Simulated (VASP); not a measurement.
# InSb (F-43m) in VASP: a series of runs

Aim: see how the results for InSb move with the level of theory and the settings. Levels: LDA, PBEsol, PBE. Tasks: band structure.

All numbers are computed with VASP 6.6.1; they aren't measurements. Logs are shortened: lines on timing, memory, paths and dates and some standing lists are left out, and cuts for length are marked.

**What was measured.**

“Electronic Structure and Epitaxy of CdTe Shells on InSb Nanowires”, 2021, arxiv:2111.05126 quotes, for a bulk crystal of InSb: band gap 0.24 eV.

The results are compared with them further down.

### Step 1. The structure

It takes space group F-43m (No. 216, cubic). Conventional cell: a = 6.455 Å, b = 6.455 Å, c = 6.455 Å, α = 90.00°, β = 90.00°, γ = 90.00°. In (site symmetry -43m) is surrounded by 4 Sb at 2.80 Å. Around Sb (site symmetry -43m) lie 4 In at 2.80 Å.

### Step 2. Band structure, LDA

Input file INCAR:

```
  ALGO = Normal
  EDIFF = 1E-6
  ENCUT = 520
  GGA = CA
  ICORELEVEL = 1
  ISIF = 2
  ISMEAR = 0
  LASPH = T
  LCHARG = F
  LREAL = F
  LWAVE = F
  NBANDS = 16
  NELM = 80
  PREC = Accurate
  SIGMA = 0.03
```

Input file KPOINTS:

```
k-points
0
Gamma
  10 10 10
```

Input file POSCAR:

```
InSb                                    
1.0
    0.0000000000      3.2274776889      3.2274776889
    3.2274776889      0.0000000000      3.2274776889
    3.2274776889      3.2274776889      0.0000000000
  In              Sb            
     1     1
Direct
     0.0000000000000000    0.0000000000000000    0.0000000000000000
     0.2500000000000000    0.2500000000000000    0.2500000000000000
```

Input file KPOINTS_OPT:

```
explicit points
159
Reciprocal
 0.0000000000  0.0000000000  0.0000000000 1
 0.0357142857  0.0000000000  0.0357142857 1
 0.0714285714  0.0000000000  0.0714285714 1
 0.1071428571  0.0000000000  0.1071428571 1
 0.1428571429  0.0000000000  0.1428571429 1
 0.1785714286  0.0000000000  0.1785714286 1
[... 151 lines left out ...]
 0.4250000000  0.0000000000  0.4250000000 1
 0.4500000000  0.0000000000  0.4500000000 1
```

Potentials or basis: VASP PAW LDA potentials, release 64 (In_d, Sb).

Command:

```
cat potpaw_LDA.64/In_d/POTCAR potpaw_LDA.64/Sb/POTCAR > POTCAR
mpirun -np 1 vasp_std > vasp.out
```

OUTCAR:

```text
EDIFF = 1E-6
   ENCUT = 520
   GGA = CA
   ISIF = 2
   ISMEAR = 0
   LASPH = T
   LREAL = F
   NELM = 80
   PREC = Accurate

 ion  position               nearest neighbor table
   1  0.000  0.000  0.000-   2 2.80   2 2.80   2 2.80   2 2.80
   2  0.250  0.250  0.250-   1 2.80   1 2.80   1 2.80   1 2.80

  LATTYP: Found a face centered cubic cell.
 ALAT       =     6.4549553778

  Lattice vectors:

 A1 = (   0.0000000000,   3.2274776889,   3.2274776889)
 A2 = (   3.2274776889,   0.0000000000,   3.2274776889)
 A3 = (   3.2274776889,   3.2274776889,   0.0000000000)

Analysis of symmetry for initial positions (statically):
=====================================================================
 Subroutine PRICEL returns:
 Original cell was already a primitive cell.

 Routine SETGRP: Setting up the symmetry group for a
 face centered cubic supercell.

 Subroutine GETGRP returns: Found 24 space group operations
 (whereof 24 operations were pure point group operations)
 out of a pool of 48 trial point group operations.

The static configuration has the point symmetry T_d .

Analysis of symmetry for dynamics (positions and initial velocities):
=====================================================================
 Subroutine PRICEL returns:
 Original cell was already a primitive cell.

 Routine SETGRP: Setting up the symmetry group for a
 face centered cubic supercell.

 Subroutine GETGRP returns: Found 24 space group operations
 (whereof 24 operations were pure point group operations)
 out of a pool of 48 trial point group operations.

The dynamic configuration has the point symmetry T_d .

 Subroutine INISYM returns: Found 24 space group operations
 (whereof 24 operations are pure point group operations),
 and found     1 'primitive' translations

----------------------------------------------------------------------------------------

                                     Primitive cell

  volume of cell :      67.2388

  direct lattice vectors                    reciprocal lattice vectors
     0.000000000  3.227477689  3.227477689    -0.154919739  0.154919739  0.154919739
     3.227477689  0.000000000  3.227477689     0.154919739 -0.154919739  0.154919739
     3.227477689  3.227477689  0.000000000     0.154919739  0.154919739 -0.154919739

  length of vectors
     4.564342720  4.564342720  4.564342720     0.268328858  0.268328858  0.268328858

  position of ions in fractional coordinates (direct lattice)
     0.000000000  0.000000000  0.000000000
     0.250000000  0.250000000  0.250000000

  ion indices of the primitive-cell ions
   primitive index   ion index
                 1           1
                 2           2

----------------------------------------------------------------------------------------

 KPOINTS: k-points

Automatic generation of k-mesh.
 Grid dimensions read from file:
 generate k-points for:   10   10   10

 Generating k-lattice:

  Cartesian coordinates                     Fractional coordinates (reciprocal lattice)
    -0.015491974  0.015491974  0.015491974     0.100000000  0.000000000  0.000000000
     0.015491974 -0.015491974  0.015491974     0.000000000  0.100000000  0.000000000
     0.015491974  0.015491974 -0.015491974     0.000000000  0.000000000  0.100000000

  Length of vectors
     0.026832886  0.026832886  0.026832886

  Shift w.r.t. Gamma in fractional coordinates (k-lattice)
     0.000000000  0.000000000  0.000000000

 Subroutine IBZKPT returns following result:
 ===========================================

 Found     47 irreducible k-points:

 Following reciprocal coordinates:
            Coordinates               Weight
  0.000000  0.000000  0.000000      1.000000
  0.100000  0.000000  0.000000      8.000000
  0.200000  0.000000  0.000000      8.000000
  0.300000  0.000000  0.000000      8.000000
  0.400000  0.000000  0.000000      8.000000
  0.500000  0.000000  0.000000      4.000000
[... 16 lines left out ...]
  0.300000  0.300000  0.000000      6.000000
  0.400000  0.300000  0.000000     24.000000
 [... further k-points ...]
   k-points           NKPTS =     47   k-points in BZ     NKDIM =     47   number of bands    NBANDS=     16
   number of dos      NEDOS =    301   number of ions     NIONS =      2
   total plane-waves  NPLWV =  46656
   dimension x,y,z NGX =    36 NGY =   36 NGZ =   36
   dimension x,y,z NGXF=    72 NGYF=   72 NGZF=   72
   ions per type =               1   1
   NGX,Y,Z   is equivalent  to a cutoff of  13.11, 13.11, 13.11 a.u.
   NGXF,Y,Z  is equivalent  to a cutoff of  26.22, 26.22, 26.22 a.u.
 SYSTEM =  unknown system
   PREC   = accura    normal or accurate (medium, high low for compatibility)
   ISTART =      0    job   : 0-new  1-cont  2-samecut
   ICHARG =      2    charge: 1-file 2-atom 10-const
   ISPIN  =      1    spin polarized calculation?
   LNONCOLLINEAR =      F non collinear calculations
   LSORBIT =      F    spin-orbit coupling
   LASPH  =      T    aspherical Exc in radial PAW
   ENCUT  =  520.0 eV  38.22 Ry    6.18 a.u.   8.49  8.49  8.49*2*pi/ulx,y,z
   NELM   =     80;   NELMIN=  2; NELMDL= -5     # of ELM steps
   EDIFF  = 0.1E-05   stopping-criterion for ELM
   LREAL  =      F    real-space projection
   EDIFFG = 0.1E-04   stopping-criterion for IOM
   NSW    =      0    number of steps for IOM
   IBRION =     -1    ionic relax: 0-MD 1-quasi-New 2-CG
   NFREE  =      0    steps in history (QN), initial steepest desc. (CG)
   ISIF   =      2    stress and relaxation
   ISYM   =      2    0-nonsym 1-usesym 2-fastsym
   POTIM  = 0.5000    time-step for ionic-motion
   TEBEG  =    0.0;   TEEND  =   0.0 temperature during run
   PSTRESS=    0.0 pullay stress
   NELECT =      18.0000    total number of electrons
   NUPDOWN=      -1.0000    fix difference up-down
   EMIN   =  10.00;   EMAX   =-10.00  energy-range for DOS
   EFERMI =   0.00;   METHOD = LEGACY
   ISMEAR =     0;   SIGMA  =   0.03  broadening in eV -4-tet -1-fermi 0-gaus
   EFERMI_NEDOS =   21; number of points for ismear=-14 and -15
   IALGO  =     38    algorithm
   IMIX   =      4    mixing-type and parameters
     AMIX     =   0.40;   BMIX     =  1.00
     AMIX_MAG =   1.60;   BMIX_MAG =  1.00
  volume/ion in A,a.u.               =      33.62       226.87
  Fermi-wavevector in a.u.,A,eV,Ry     =   1.055097  1.993844 15.146411  1.113230
  Thomas-Fermi vector in A             =   2.190282
   LORBIT       =      0    0 simple, 1 ext, 2 COOP (PROOUT), +10 PAW based schemes
   GGA     = CA    functional components
   LHFCALC =     F    Hartree Fock is set to
   AEXX    =    0.0000 exact exchange contribution
   IVDW    =     0    specifies the selected vdW correction
   LEPSILON=     F    determine dielectric tensor
   LRPA    =     F    only Hartree local field effects (RPA)
 non-spin polarized calculation
 Gauss-broadening in eV      SIGMA  =   0.03
  energy-cutoff  :      520.00
  volume of cell :       67.24
 maximum number of plane-waves:      1837
 NGX is ok and might be reduce to    36
   NGX = 17   NGY = 17   NGZ = 17

 number of electron      17.9999995 magnetization

 Free energy of the ion-electron system (eV)
  ---------------------------------------------------
  ext. energy  EPLUGINS =         0.00000000
  ---------------------------------------------------
  free energy    TOTEN  =        -8.21559916 eV

  energy without entropy =       -8.21555288  energy(sigma->0) =       -8.21557602

 the core state eigenenergies are
   1-  1s -27580.4393  2s  -4127.0667  2p  -3709.3830  3s   -775.4184  3p   -638.0722
       3d   -423.4142  4s   -109.7542  4p    -68.5985
   2-  1s -30112.1196  2s  -4579.1980  2p  -4116.5167  3s   -889.2559  3p   -737.8222
       3d   -505.2114  4s   -137.6579  4p    -91.0974  4d    -23.3709

 E-fermi :   5.0183     XC(G=0):  -9.0393

 val. band max:        5.0091747121   @ k =   0.0000   0.0000   0.0000
 cond. band min:       5.4494001905   @ k =   0.5000   0.0000   0.0000
 fundamental gap:      0.4402254784
 Fermi energy:         5.0183117317

 k-point     1 :       0.0000    0.0000    0.0000
  band No.  band energies     occupation
      1      -9.5737      2.00000
      2      -9.5737      2.00000
      3      -9.5737      2.00000
      4      -9.4832      2.00000
      5      -9.4832      2.00000
      6      -5.8351      2.00000
[... 8 lines left out ...]
     15      13.2914      0.00000
     16      13.2914      0.00000

 k-point     2 :       0.1000    0.0000    0.0000
  band No.  band energies     occupation
      1      -9.5788      2.00000
      2      -9.5714      2.00000
      3      -9.5714      2.00000
      4      -9.4834      2.00000
      5      -9.4834      2.00000
      6      -5.7422      2.00000
[... 8 lines left out ...]
     15      12.6183      0.00000
     16      12.6183      0.00000

 k-point     3 :       0.2000    0.0000    0.0000
  band No.  band energies     occupation
      1      -9.5920      2.00000
      2      -9.5658      2.00000
      3      -9.5658      2.00000
      4      -9.4836      2.00000
      5      -9.4836      2.00000
      6      -5.4741      2.00000
[... 8 lines left out ...]
     15      12.2250      0.00000
     16      12.2250      0.00000

 k-point     4 :       0.3000    0.0000    0.0000
  band No.  band energies     occupation
      1      -9.6082      2.00000
      2      -9.5595      2.00000
      3      -9.5595      2.00000
      4      -9.4832      2.00000
      5      -9.4832      2.00000
      6      -5.0715      2.00000
[... 8 lines left out ...]
     15      12.4774      0.00000
     16      12.4774      0.00000
[... 155 lines left out ...]
      1      -9.6162      2.00000
      2      -9.5567      2.00000
      3      -9.5548      2.00000
      4      -9.4848      2.00000
      5      -9.4819      2.00000
      6      -4.8513      2.00000
[... 8 lines left out ...]
     15      12.1525      0.00000
     16      13.8454      0.00000

 k-point    14 :      -0.2000    0.1000    0.0000
  band No.  band energies     occupation
      1      -9.6017      2.00000
      2      -9.5631      2.00000
      3      -9.5597      2.00000
      4      -9.4855      2.00000
      5      -9.4822      2.00000
      6      -5.2746      2.00000
[... 8 lines left out ...]
     15      12.1609      0.00000
     16      12.9892      0.00000

 k-point    15 :      -0.1000    0.1000    0.0000
  band No.  band energies     occupation
      1      -9.5875      2.00000
      2      -9.5689      2.00000
      3      -9.5660      2.00000
      4      -9.4847      2.00000
      5      -9.4826      2.00000
      6      -5.5905      2.00000
[... 8 lines left out ...]
     15      11.9239      0.00000
     16      12.3953      0.00000

 k-point    16 :       0.2000    0.2000    0.0000
  band No.  band energies     occupation

------------------------ aborting loop because EDIFF is reached ----------------------------------------

  FORCE on cell =-STRESS in cart. coord.  units (eV):
  Direction    XX          YY          ZZ          XY          YZ          ZX
  --------------------------------------------------------------------------------------
  -------------------------------------------------------------------------------------
  Total       -0.0107976     -0.0107976     -0.0107976      0.0000000     -0.0000000      0.0000000
  in kB       -0.2572868     -0.2572868     -0.2572868      0.0000000     -0.0000000      0.0000000
  external PRESSURE =      -0.2572868 kB  Pullay stress =       0.0000000 kB

 VOLUME and BASIS-vectors are now :
 -----------------------------------------------------------------------------
  energy-cutoff  :      520.00
  volume of cell :       67.24
      direct lattice vectors                 reciprocal lattice vectors
     0.000000000  3.227477689  3.227477689    -0.154919739  0.154919739  0.154919739
     3.227477689  0.000000000  3.227477689     0.154919739 -0.154919739  0.154919739
     3.227477689  3.227477689  0.000000000     0.154919739  0.154919739 -0.154919739

 POSITION                                       TOTAL-FORCE (eV/Angst)
 -----------------------------------------------------------------------------------
      0.00000      0.00000      0.00000         0.000000      0.000000      0.000000
      1.61374      1.61374      1.61374        -0.000000     -0.000000     -0.000000
 -----------------------------------------------------------------------------------
    total drift:                               -0.000000     -0.000000     -0.000000

  FREE ENERGIE OF THE ION-ELECTRON SYSTEM (eV)
  ---------------------------------------------------
  free  energy   TOTEN  =        -8.2155991573 eV

  energy  without entropy=       -8.2155528786  energy(sigma->0) =       -8.21557602
```

It took 78 s on 1 thread of Intel Xeon Platinum 8488C (Sapphire Rapids), shared host; peak memory 0.22 GiB.

Results:

| Property | Result |
| --- | --- |
| Free energy | -8.2156 eV |
| Pressure | 0.0 GPa |
| Band gap along the path | none (metal or under the smearing width) |

Levels at the corners of the path, in eV from the Fermi level:
| point | band 5 | band 6 | band 7 | band 8 | band 9 | band 10 | band 11 | band 12 | band 13 | band 14 |
| --- | --- | --- | --- | --- | --- | --- | --- | --- | --- | --- |
| Γ | -14.50 | -10.85 | -0.31 | -0.01 | -0.01 | -0.01 | 2.90 | 2.90 | 2.90 | 5.54 |
| X | -14.49 | -8.83 | -6.03 | -2.32 | -2.32 | 1.22 | 1.24 | 8.10 | 8.10 | 8.71 |
| X | -14.49 | -8.83 | -6.03 | -2.32 | -2.32 | 1.22 | 1.24 | 8.10 | 8.10 | 8.71 |
| W | -14.50 | -8.79 | -5.92 | -2.94 | -2.81 | 3.47 | 3.91 | 4.15 | 4.83 | 8.98 |
| W | -14.50 | -8.79 | -5.92 | -2.94 | -2.81 | 3.47 | 3.91 | 4.15 | 4.83 | 8.98 |
| K | -14.50 | -8.87 | -5.90 | -3.21 | -1.97 | 1.51 | 3.63 | 6.19 | 6.39 | 6.98 |
| K | -14.50 | -8.87 | -5.90 | -3.21 | -1.97 | 1.51 | 3.63 | 6.19 | 6.39 | 6.98 |
| Γ | -14.50 | -10.85 | -0.31 | -0.01 | -0.01 | -0.01 | 2.90 | 2.90 | 2.90 | 5.54 |
| Γ | -14.50 | -10.85 | -0.31 | -0.01 | -0.01 | -0.01 | 2.90 | 2.90 | 2.90 | 5.54 |
| L | -14.50 | -9.46 | -5.74 | -1.04 | -1.04 | 0.43 | 3.76 | 3.76 | 5.93 | 8.17 |
| L | -14.50 | -9.46 | -5.74 | -1.04 | -1.04 | 0.43 | 3.76 | 3.76 | 5.93 | 8.17 |
| U | -14.50 | -8.87 | -5.90 | -3.21 | -1.97 | 1.51 | 3.63 | 6.19 | 6.39 | 6.98 |
| U | -14.50 | -8.87 | -5.90 | -3.21 | -1.97 | 1.51 | 3.63 | 6.19 | 6.39 | 6.98 |
| W | -14.50 | -8.79 | -5.92 | -2.94 | -2.81 | 3.47 | 3.91 | 4.15 | 4.83 | 8.98 |
| W | -14.50 | -8.79 | -5.92 | -2.94 | -2.81 | 3.47 | 3.91 | 4.15 | 4.83 | 8.98 |
| L | -14.50 | -9.46 | -5.74 | -1.04 | -1.04 | 0.43 | 3.76 | 3.76 | 5.93 | 8.17 |
| L | -14.50 | -9.46 | -5.74 | -1.04 | -1.04 | 0.43 | 3.76 | 3.76 | 5.93 | 8.17 |
| K | -14.50 | -8.87 | -5.90 | -3.21 | -1.97 | 1.51 | 3.63 | 6.19 | 6.39 | 6.98 |
| U | -14.50 | -8.87 | -5.90 | -3.21 | -1.97 | 1.51 | 3.63 | 6.19 | 6.39 | 6.98 |
| X | -14.49 | -8.83 | -6.03 | -2.32 | -2.32 | 1.22 | 1.24 | 8.10 | 8.10 | 8.71 |

Core levels (eV, on the scale of the bands):
| atom | levels |
| --- | --- |
| 1 In | 1s -27580.4, 2s -4127.1, 2p -3709.4, 3s -775.4, 3p -638.1, 3d -423.4, 4s -109.8, 4p -68.6 |
| 2 Sb | 1s -30112.1, 2s -4579.2, 2p -4116.5, 3s -889.3, 3p -737.8, 3d -505.2, 4s -137.7, 4p -91.1, 4d -23.4 |

Caveat: spin-orbit coupling is left out, which moves the levels of the heavy elements; this crystal is a semiconductor, whose small gap the functional closes, so the metal is an error of the method.

[end of part 1 of 3]
